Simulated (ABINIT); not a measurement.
# Quasiparticle gap of BeS (F-43m) in ABINIT

How does a plane-wave GW calculation on BeS (F-43m) run from the first input to the gap?

Calculated with ABINIT 10.8.3; PBE and many-body steps on it, plane waves.

The database entry behind the starting cell differs from later determinations by our own check (0.1 to 0.3 % short, probably kX units), so it need not match the best structure at ambient conditions.

## 1. Set-up

Symmetry: F-43m, No. 216, cubic system. The conventional cell has a = 4.850 Å, b = 4.850 Å, c = 4.850 Å, α = 90.00°, β = 90.00°, γ = 90.00°. Nearest to Be lie 4 S at 2.10 Å. S has 4 Be at 2.10 Å nearest. Farther neighbours and most contacts between anions are not listed.

The cell and positions come from the Crystallography Open Database and are kept as given unless a step says otherwise.

## 2. Ground state

This step: ABINIT 10.8.3; DFT, PBE, plane waves, norm-conserving pseudopotentials.

The ground-state density comes first.

run.abi reads:

```
acell 3*1.0 Angstrom
rprim 
  0.000000000000 2.425000000000 2.425000000000
  2.425000000000 -0.000000000000 2.425000000000
  2.425000000000 2.425000000000 -0.000000000000
ntypat 2
znucl 4 16
natom 2
typat 1 2
xred 
  0.000000000000 0.000000000000 0.000000000000
  0.250000000000 0.250000000000 0.250000000000
pp_dirpath "pseudos"
pseudos "Be.upf, S.upf"
ecut 38
ngkpt 8 8 8
nshiftk 1
shiftk 0 0 0
kptopt 1
chksymbreak 0
nband 10
occopt 1
tolvrs 1e-10
nstep 60
prtwf 0
optforces 0
optstress 0
indata_prefix "in"
outdata_prefix "out"
tmpdata_prefix "tmp"
```

Launch:

```bash
$ OMP_NUM_THREADS=1 mpirun -n 4 abinit run.abi > log
```

Numbers of over 12 decimals in the logs are rounded to 6 here.

The program printed:

```text
.Version 10.8.3 of ABINIT. v10.8.2 released Aug 2026.

 Symmetries : space group F-4 3 m (#216); Bravais cF (face-center cubic)
================================================================================
 Values of the parameters that define the memory need of the present run
     intxc =       0    ionmov =       0      iscf =       7    lmnmax =       6
     lnmax =       6     mgfft =      36  mpssoang =       3    mqgrid =    3001
     natom =       2  nloc_mem =       1    nspden =       1   nspinor =       1
    nsppol =       1      nsym =      24    n1xccc =    2501    ntypat =       2
    occopt =       1   xclevel =       2
-    mband =          10        mffmem =           1         mkmem =           8
       mpw =        2180          nfft =       46656          nkpt =          29
================================================================================
  Rough estimation (10% accuracy) of disk space for files :
================================================================================

--------------------------------------------------------------------------------
------------- Echo of variables that govern the present computation ------------
--------------------------------------------------------------------------------
 -outvars: echo values of preprocessed input variables --------
            acell      1.8897261259E+00  1.8897261259E+00  1.8897261259E+00 Bohr

      chksymbreak           0
             ecut      3.80000000E+01 Hartree
-          fftalg         312

              ixc     -101130
              kpt      0.00000000E+00  0.00000000E+00  0.00000000E+00
                       1.25000000E-01  0.00000000E+00  0.00000000E+00
                       2.50000000E-01  0.00000000E+00  0.00000000E+00
                       3.75000000E-01  0.00000000E+00  0.00000000E+00
                       5.00000000E-01  0.00000000E+00  0.00000000E+00
                       1.25000000E-01  1.25000000E-01  0.00000000E+00
                       2.50000000E-01  1.25000000E-01  0.00000000E+00
                       3.75000000E-01  1.25000000E-01  0.00000000E+00
                       5.00000000E-01  1.25000000E-01  0.00000000E+00
   [... 18 further rows ...]
                      -3.75000000E-01  5.00000000E-01  1.25000000E-01
                      -2.50000000E-01  5.00000000E-01  2.50000000E-01
         kptrlatt        8    0    0      0    8    0      0    0    8
          kptrlen      5.18460405E+01
P           mkmem           8
            natom           2
            nband          10
            ngfft          36      36      36
             nkpt          29
            nstep          60
             nsym          24
           ntypat           2
              occ      2.000000  2.000000  2.000000  2.000000  2.000000  0.000000
                       0.000000  0.000000  0.000000  0.000000
        optforces           0
        optstress           0
            prtwf           0
            rprim      0.0000000000E+00  2.4250000000E+00  2.4250000000E+00
[...]
spgroup         216

           tolvrs      1.00000000E-10

             xred      0.0000000000E+00  0.0000000000E+00  0.0000000000E+00
[...]
znucl        4.00000   16.00000

================================================================================

 chkinp: Checking input parameters for consistency.

================================================================================
== DATASET  1 ==================================================================
-   mpi_nproc: 4, omp_nthreads: 1 (-1 if OMP is not activated)

--- !DatasetInfo
iteration_state: {dtset: 1, }
dimensions: {natom: 2, nkpt: 29, mband: 10, nsppol: 1, nspinor: 1, nspden: 1, mpw: 2180, }
cutoff_energies: {ecut:  38.0, pawecutdg:  -1.0, }
electrons: {nelect:   1.00000000E+01, charge:   0.00000000E+00, occopt:   1.00000000E+00, tsmear:   1.00000000E-02, }

 Real(R)+Recip(G) space primitive vectors, cartesian coordinates (Bohr,Bohr^-1):
 R(1)=  0.0000000  4.5825859  4.5825859  G(1)= -0.1091087  0.1091087  0.1091087
 R(2)=  4.5825859  0.0000000  4.5825859  G(2)=  0.1091087 -0.1091087  0.1091087
 R(3)=  4.5825859  4.5825859  0.0000000  G(3)=  0.1091087  0.1091087 -0.1091087
 Unit cell volume ucvol=  1.9246946E+02 bohr^3
 Angles (23,13,12)=  6.00000000E+01  6.00000000E+01  6.00000000E+01 degrees

 getcut: wavevector=  0.0000  0.0000  0.0000  ngfft=  36  36  36
         ecut(hartree)=     38.000   => boxcut(ratio)=   2.00180

--- Pseudopotential description ------------------------------------------------
- Be Generated using ONCVPSP code by D. R. Hamann
-  4.00000   4.00000  171031                  znucl, zion, pspdat
12 -101130 1 -1 1358                          pspcod,pspxc,lmax,lloc,mmax
     nproj     2     2     0
  pspatm : epsatm=    3.09777737
         --- l  ekb(1:nproj) -->
[...]
pspatm: atomic psp has been read  and splines computed

- S Generated using ONCVPSP code by D. R. Hamann
- 16.00000   6.00000  171031                  znucl, zion, pspdat
12 -101130 2 -1 1146                          pspcod,pspxc,lmax,lloc,mmax
     nproj     2     2     2
  pspatm : epsatm=    9.01821529
         --- l  ekb(1:nproj) -->
[...]
2   -3.547662   -0.986524
 pspatm: atomic psp has been read  and splines computed

   1.21159927E+02                                ecore*ucvol(ha*bohr**3)
--------------------------------------------------------------------------------

_setup2: Arith. and geom. avg. npw (full set) are    2154.486    2154.466

================================================================================

--- !BeginCycle
iteration_state: {dtset: 1, }
solver: {iscf: 7, nstep: 60, nline: 4, wfoptalg: 0, }
tolerances: {tolvrs: 1.00E-10, }

     iter   Etot(hartree)      deltaE(h)  residm     vres2
 ETOT  1  -25.055133766643    -2.506E+01 4.948E-02 1.829E+01
 ETOT  2  -25.069651560387    -1.452E-02 2.589E-03 1.810E+00
 ETOT  3  -25.069909014590    -2.575E-04 5.272E-04 7.820E-02
 ETOT  4  -25.069917782219    -8.768E-06 2.410E-04 1.248E-03
 ETOT  5  -25.069917860778    -7.856E-08 1.100E-04 4.469E-05
 ETOT  6  -25.069917862703    -1.925E-09 7.436E-05 8.136E-07
 ETOT  7  -25.069917862734    -3.064E-11 9.569E-05 5.788E-09
 ETOT  8  -25.069917862733     1.918E-13 6.185E-05 1.885E-10
 ETOT  9  -25.069917862735    -1.499E-12 7.665E-05 7.981E-12

 At SCF step    9       vres2   =  7.98E-12 < tolvrs=  1.00E-10 =>converged.

--- !ResultsGS
iteration_state: {dtset: 1, }
comment   : Summary of ground state results
lattice_vectors:
- [  0.0000000,   4.5825859,   4.5825859, ]
- [  4.5825859,  -0.0000000,   4.5825859, ]
- [  4.5825859,   4.5825859,  -0.0000000, ]
lattice_lengths: [   6.48076,    6.48076,    6.48076, ]
lattice_angles: [ 60.000,  60.000,  60.000, ] # degrees, (23, 13, 12)
lattice_volume:   1.9246946E+02
convergence: {deltae: -1.499E-12, res2:  7.981E-12, residm:  7.665E-05, diffor:  0.000E+00, }
etotal    :  -2.50699179E+01
entropy   :   0.00000000E+00
fermie    :   1.40452550E-01
cartesian_stress_tensor: null
pressure_GPa: null
xred      :
- [  0.0000E+00,   0.0000E+00,   0.0000E+00, Be]
- [  2.5000E-01,   2.5000E-01,   2.5000E-01,  S]
cartesian_forces: null
force_length_stats: {min: null, max: null, mean: null, }

 Integrated electronic density in atomic spheres:
 ------------------------------------------------
 Atom  Sphere_radius  Integrated_density
    1        2.00000          3.18984406
    2        2.00000          4.04088644
================================================================================

 ----iterations are completed or convergence reached----

 Mean square residual over all n,k,spin=   36.626E-08; max=  76.654E-06
 reduced coordinates (array xred) for    2 atoms
       0.000000000000      0.000000000000      0.000000000000
       0.250000000000      0.250000000000      0.250000000000
 rms dE/dt=  0.0000E+00; max dE/dt=  0.0000E+00; dE/dt below (all hartree)
    1       0.000000000000      0.000000000000      0.000000000000
    2       0.000000000000      0.000000000000      0.000000000000

 cartesian coordinates (angstrom) at end:
    1      0.000000     0.000000     0.000000
    2      1.212500     1.212500     1.212500
 length scales=  1.889726125908  1.889726125908  1.889726125908 bohr
              =  1.000000000000  1.000000000000  1.000000000000 angstroms
 prteigrs : about to open file out_EIG
 Fermi (or HOMO) energy (hartree) =   0.14045   Average Vxc (hartree)=  -0.36590
 Eigenvalues (hartree) for nkpt=  29  k points:
 kpt#   1, nband= 10, wtk=  0.00195, kpt=  0.0000  0.0000  0.0000 (reduced coord)
  -3.49631   -0.36259    0.14045    0.14045    0.14045    0.34860    0.34860    0.34860
   0.35691    0.60540
 prteigrs : prtvol=0 or 1, do not print more k-points.

--- !EnergyTerms
iteration_state     : {dtset: 1, }
comment             : Components of total free energy in Hartree
kinetic             :  1.25773700079123E+01
hartree             :  3.78764935373893E+00
xc                  : -5.64138539611627E+00
Ewald energy        : -1.51064138871186E+01
psp_core            :  6.29502088146515E-01
local_psp           : -1.39704399532395E+01
non_local_psp       : -7.34620007605826E+00
total_energy        : -2.50699178627349E+01
total_energy_eV     : -6.82187218117897E+02
band_energy         : -7.38339146156880E+00

== END DATASET(S) ==============================================================
================================================================================

 -outvars: echo values of variables after computation  --------
           etotal     -2.5069917863E+01
            nband          10
             nkpt          29
          spgroup         216
 [... the other variables as echoed above ...]

 Calculation completed.
```

Wall time 6.9 s (4 MPI ranks of Arm Neoverse V1, shared host); peak memory 0.29 GiB; 27 s of CPU time.

This step gave:

- total energy: -682.1872 eV
- gap: 3.114 eV
- k of the valence top: 0, 0, 0
- k of the conduction bottom: 0.5, 0.5, 0
- least direct gap: 5.664 eV

The gap is indirect, with the least direct gap 2.55 eV higher.

[end of part 1 of 3]

[Paths, hosts, dates, memory and timing lines, banners, echoed tables and standing remarks are left out of the program output.]

[Logs are printed without paths, hosts, clocks, repeated set-up lines and the standing remarks that a program may print on its own settings, such as how far it seeks lower states.]

[Runs of the session that timed out or met a known fault of the program may be left out.]

[Hosts, paths, dates, database ids (printed as entryN), source tags and the programs' standing remarks are cut or masked in the printed files.]

[G0W0 gaps are taken among the corrected bands and points alone; a level outside them can change the order at an edge.]

[Where Ansatz stands beside ABINIT at settings called matched, ABINIT's density can come from a denser mesh and the files from another edition; pairs whose starting gaps differed by over 0.03 eV were left out, so agreement reads better than it is.]
